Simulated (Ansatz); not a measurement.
ZnSe (started from an entry of an open crystallographic database), relaxed with r2SCAN, was run in the plane-wave code Ansatz under altered settings. All numbers are computed, without spin polarisation but where a row says otherwise.

```xyz
2
Lattice="0.0000 2.8324 2.8324 2.8324 0.0000 2.8324 2.8324 2.8324 0.0000" Properties=species:S:1:pos:R:3 pbc="T T T"
Zn    0.0000    0.0000    0.0000
Se    1.4162    1.4162    1.4162
```

The base run's other keys:
```yaml
kpoints:
  mp_grid: { grid: [4, 4, 4] }
hamiltonian:
  xc: hse06
scf:
  occupations: { method: fixed }
  n_extra_bands: 4
```

It takes 13 iterations with 893 plane waves at 420 eV and 8 k points, and leaves a mean stress of +1.55 GPa. The gap over this mesh is 2.444 eV. It ran on 4 threads of Arm Neoverse N1 (shared host).

Outcomes, with energy and stress as changes against the base:
```tsv
setting	outcome	ΔF (meV/atom)	Δ mean stress (GPa)	gap on the mesh (eV)	iterations	wall time
PBE hybrid, exx coeff 0.5, omega 0.5 1/Å	converged	–	+0.3	2.643	17	12 s
PBE hybrid, exx coeff 0.3, unscreened	converged	–	-0.4	3.484	16	11 s
scf.exx.ecutfock_ratio: 2	converged	0.0	0.0	2.444	13	9.2 s
PBE hybrid, exx coeff 0.05, omega 0.5 1/Å	converged	–	+0.9	1.416	12	9.6 s
PBE hybrid, exx coeff -0.2, omega 0.5 1/Å	refused	–	–	–	–	0.04 s
basis.ecutwfc: 500	converged	-2.3	0.0	2.445	13	12 s
```
A dash marks a value that wasn't obtained or can't be compared. Stress is positive in compression. The base took 10 s.

- PBE hybrid, exx coeff 0.5, omega 0.5 1/Å. That is 50 % exact exchange, screened with ω = 0.5 1/Å, against HSE06's 25 % screened at 0.208 1/Å. The mean stress moves by +0.3 GPa and the gap on the mesh by +0.200 eV (to 2.643). Totals of different functionals aren't comparable.
- PBE hybrid, exx coeff 0.3, unscreened. That is 30 % exact exchange, at all ranges, against HSE06's 25 % screened at 0.208 1/Å. The mean stress moves by -0.4 GPa and the gap on the mesh by +1.040 eV (to 3.484). Totals of different functionals aren't comparable.
- PBE hybrid, exx coeff 0.05, omega 0.5 1/Å. That is 5 % exact exchange, screened with ω = 0.5 1/Å, against HSE06's 25 % screened at 0.208 1/Å. The mean stress moves by +0.9 GPa and the gap on the mesh by -1.028 eV (to 1.416). Totals of different functionals aren't comparable.
- PBE hybrid, exx coeff -0.2, omega 0.5 1/Å. The program doesn't start. Error: invalid value for `hamiltonian.xc.exx.coeff`: must be finite and in (0, 1]; got -0.2
- basis.ecutwfc: 500. 1139 plane waves in place of 893. The free energy moves by -2.3 meV an atom, the mean stress by 0.0 GPa and the gap on the mesh by +0.001 eV (to 2.445). The base cutoff was converged to that degree.

Within 1 meV an atom, 0.1 GPa and 0.005 eV of the base stay: scf.exx.ecutfock_ratio: 2.

The runs are scalar-relativistic, without spin-orbit coupling.

The program warns that its thresholds are loose for a hybrid's stress.

The meshes of the hybrids are coarse, so their gaps aren't converged to the digits shown.
